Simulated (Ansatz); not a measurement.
# TiSe2: how the settings move a single-point run

Question: which choices in the input matter for TiSe2?

Computed with Ansatz 0.2.0 (reference: DFT, PBEsol, all-electron PAW with datasets made for the crystal, scalar-relativistic, unless a step's input says otherwise).

### 1 The system as given

It takes space group P-3m1 (No. 164, trigonal). Conventional cell: a = 3.485 Å, b = 3.485 Å, c = 6.219 Å, α = 90.00°, β = 90.00°, γ = 120.00°. Around Ti (site symmetry -3m) lie 6 Se at 2.50 Å. Se (site symmetry 3m) has 3 Ti at 2.50 Å as nearest neighbours.

Structure file:

```
Ti Se
1.0
     3.48458    0.00000    0.00000
    -1.74229    3.01774    0.00000
     0.00000    0.00000    6.21915
Ti Se
1 2
Direct
  0.00000 0.00000 0.00000
  0.33333 0.66667 0.23993
  0.66667 0.33333 0.76007
```

### 2 Baseline

The input, input.yaml:

```yaml
crystal:
  lattice:
    - [3.4845811776, 0.0, 0.0]
    - [-1.7422905888, 3.0177358213, 0.0]
    - [0.0, 0.0, 6.2191484108]
  atoms:
    - { symbol: Ti, position: [0.0, 0.0, 0.0] }
    - { symbol: Se, position: [0.3333333333, 0.6666666667, 0.23992784] }
    - { symbol: Se, position: [0.6666666667, 0.3333333333, 0.76007216] }
kpoints:
  mp_grid: { grid: [11, 11, 5] }
scf:
  occupations: { method: fermi_dirac, width: 0.05 }
hamiltonian:
  xc: pbesol
  pseudopotentials: { kind: all_electron, datasets: crystal }
output:
  forces: true
  stress: true
  eigenvalues: true
  efg: { contact_densities: true }
```

On the command line:

```
ansatz run input.yaml --threads 1 --pin off --max-ram 4096MiB --backend cpu --events-out ev --progress --plain --runs-dir out
```

### 3 Changed: occupations.method gaussian, occupations.width 0.025

Edit input.yaml of step 2 so:

```diff
@@ -12,3 +12,3 @@
 scf:
-  occupations: { method: fermi_dirac, width: 0.05 }
+  occupations: { method: gaussian, width: 0.025 }
 hamiltonian:
```

Before running it: what results should come out? Wanted: for each run, ending; energy change; pressure; gap; force.

As calculated:

```tsv
run	ending	energy change	pressure (GPa)	gap (eV)	force (eV/Å)	cycles	time
reference	converged	0	2.2	0.00	0.62	11	62 s
1: occupations.method gaussian, occupations.width 0.025	converged	+0.1 meV/atom (σ→0)	2.3	0.00	0.61	12	68 s
```

Residual by cycle in the longest SCF loop of each run; runs are numbered as in the table. The quantity is the density residual dr2, in eV.

```tsv
cycle	reference	run 1
1	1.81	1.81
2	1.22	1.2
3	0.28	0.276
4	0.0415	0.028
5	0.019	0.0207
6	0.00375	0.00189
7	7.7e-5	1.5e-4
8	2.6e-5	3.0e-5
9	2.6e-6	2.6e-6
10	1.0e-6	1.9e-6
11	9.4e-8	1.6e-7
12	-	1.7e-8
```

Changing the smearing leaves the energy as it was (+0.1 meV/atom). Cost: 12 SCF cycles against 11. The reference has no spin polarisation; with Ti present, a magnetic state may lie lower.
